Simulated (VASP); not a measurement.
# VASP 6.6.1 run: HgTe

INCAR

```
LASPH = .TRUE.
NBANDS = 16
EDIFFG = -5E-3
ISIF = 5
LCHARG = .FALSE.
NSW = 40
LWAVE = .FALSE.
GGA = PS
LREAL = .FALSE.
NELM = 120
PREC = Accurate
EDIFF = 1E-7
IBRION = 2
SIGMA = 0.02
ENCUT = 600
ISMEAR = -1
```

KPOINTS

```
KPOINTS created by Atomic Simulation Environment
0
Gamma
6 6 6
0 0 0
```

POSCAR

```
Hg Te
 1.0000000000000000
     0.0000000000000000    3.3260106980988229    3.3260106980988229
     3.3260106980988229    0.0000000000000000    3.3260106980988229
     3.3260106980988229    3.3260106980988229    0.0000000000000000
 Hg  Te
   1   1
Cartesian
  0.0000000000000000  0.0000000000000000 -0.0000000000000000
  1.6630053490494114  1.6630053490494114  1.6630053490494114
```

The recommended PBE PAW datasets give the neutral cell 18 valence electrons.

Command

```
mpirun -np 1 vasp_std
```

Question: Predict the outcome of this run.

Answer: It converged. Results: relaxed cell vector lengths 4.704, 4.704, 4.704 Å; relaxed cell volume 73.59 Å³.

OSZICAR

```
N       E                     dE             d eps       ncg     rms          rms(c)
DAV:   1     0.113387796010E+03    0.11339E+03   -0.86239E+03   512   0.108E+03
DAV:   2    -0.355381634393E+00   -0.11374E+03   -0.10561E+03   568   0.238E+02
DAV:   3    -0.451836817152E+01   -0.41630E+01   -0.41508E+01   648   0.466E+01
DAV:   4    -0.455739990108E+01   -0.39032E-01   -0.39029E-01   752   0.408E+00
DAV:   5    -0.455749614862E+01   -0.96248E-04   -0.96247E-04   664   0.200E-01    0.632E+00
DAV:   6    -0.434475099017E+01    0.21275E+00   -0.42273E-01   592   0.847E+00    0.520E+00
DAV:   7    -0.433593268964E+01    0.88183E-02   -0.86146E-02   568   0.195E+00    0.208E+00
DAV:   8    -0.433418081291E+01    0.17519E-02   -0.81267E-03   576   0.101E+00    0.492E-01
DAV:   9    -0.433395249598E+01    0.22832E-03   -0.68127E-04   688   0.283E-01    0.821E-02
DAV:  10    -0.433396493345E+01   -0.12437E-04   -0.78712E-05   584   0.804E-02    0.442E-02
DAV:  11    -0.433397177361E+01   -0.68402E-05   -0.13483E-05   624   0.236E-02    0.132E-02
DAV:  12    -0.433397157215E+01    0.20146E-06   -0.19868E-06   552   0.877E-03    0.979E-03
DAV:  13    -0.433397157736E+01   -0.52087E-08   -0.14637E-07   696   0.291E-03
   1 F= -.43339716E+01 E0= -.43337947E+01  d E =-.433397E+01
```

For comparison, a separate PBEsol relaxation on usual settings, not on those above, ends at 69.29 Å³.
